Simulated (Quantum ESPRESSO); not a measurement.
Crystal: BN.

```xyz
2
Lattice="0.0000 1.8130 1.8130 1.8130 0.0000 1.8130 1.8130 1.8130 0.0000" Properties=species:S:1:pos:R:3 pbc="T T T"
N     0.9065    0.9065    0.9065
B     0.0000    0.0000    0.0000
```

The cell is a database's computed one.

Base run:

- Program: Quantum ESPRESSO 7.5
- Functional: PBE
- Potentials or basis: PseudoDojo 0.4.1 SR PBE standard
- Cutoff: 1143 eV
- Density cutoff: 4572 eV
- k mesh: 13 × 13 × 13
- Occupations: fermi-dirac, width 0.05 eV
- Spin: no spin polarisation

Its results: band gap on the k mesh 4.60 eV, indirect (least direct gap 8.83 eV); pressure -0.8 GPa.

Problem. The run is repeated on the same cell with these changes: potentials or basis from PseudoDojo 0.4.1 SR PBE standard to Ansatz NC SR PBE; cutoff from 1143 eV to 1238 eV; density cutoff from 4572 eV to 4952 eV. What comes out?

Solution. Band gap on the k mesh 4.53 eV, indirect (least direct gap 8.79 eV); pressure -0.3 GPa.

A k mesh can miss the band edges.
